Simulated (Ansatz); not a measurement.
All numbers below come from DFT PBE, scalar-relativistic, plane waves, PAW in Ansatz 0.2.0. All cells share a 420 eV cutoff and Γ-centred k meshes spaced at most about 0.3 Å⁻¹ (about 0.25 or finer for metals, 2π included). No spin polarisation.

Temperature and zero-point effects are left out.

Compare these two cells of Ga2S, each relaxed at this level.

A.

```cif
data_structure
_symmetry_space_group_name_H-M 'Fm-3m'
_symmetry_Int_Tables_number 225
_cell_length_a 6.7056
_cell_length_b 6.7056
_cell_length_c 6.7056
_cell_angle_alpha 90.000
_cell_angle_beta 90.000
_cell_angle_gamma 90.000
_cell_volume 301.52
loop_
_atom_site_label
_atom_site_type_symbol
_atom_site_symmetry_multiplicity
_atom_site_Wyckoff_symbol
_atom_site_fract_x
_atom_site_fract_y
_atom_site_fract_z
_atom_site_occupancy
Ga1 Ga 8 c 0.25000 0.75000 0.75000 1
S1 S 4 a 0.00000 0.00000 0.00000 1
```

B.

```cif
data_structure
_symmetry_space_group_name_H-M 'P4_2/mnm'
_symmetry_Int_Tables_number 136
_cell_length_a 9.3333
_cell_length_b 9.3333
_cell_length_c 3.5690
_cell_angle_alpha 90.000
_cell_angle_beta 90.000
_cell_angle_gamma 90.000
_cell_volume 310.90
loop_
_atom_site_label
_atom_site_type_symbol
_atom_site_symmetry_multiplicity
_atom_site_Wyckoff_symbol
_atom_site_fract_x
_atom_site_fract_y
_atom_site_fract_z
_atom_site_occupancy
Ga1 Ga 4 f 0.36452 0.36452 0.00000 1
S1 S 2 a 0.00000 0.00000 0.00000 1
```

Question: Which would you expect to be lower, and how large is the difference?

Answer: B is lower, by 28 meV/atom. A has the anti-fluorite type, space group Fm-3m (No. 225), 25.1 Å³/atom and no gap on its mesh; B has space group P4_2/mnm (No. 136), 51.8 Å³/atom and a gap of 1.17 eV. Counting S atoms around Ga (those within 1.25 times the shortest such distance or 1.15 times the sum of covalent radii; the shortest distance is added where it is long for a bond), A has Ga 4 from 2.9 Å and B has Ga 2. Both come from invented guesses. The lowest form computed isn't among them: it has the anti-cadmium chloride type, space group R-3m (No. 166), 20.1 Å³/atom and lies 236 meV/atom below the best shown.

For metals, differences of a few meV/atom aren't resolved. No dispersion correction is applied, so the spacing and binding between layers, chains or molecules are poorly described (P4_2/mnm), and this can change margins and order among such cells. Kohn–Sham gaps at this level usually fall short of measured ones. Cells relaxed within their symmetry can be saddle points. Some candidate types were left out of the draw beforehand, so a known form may be missing.
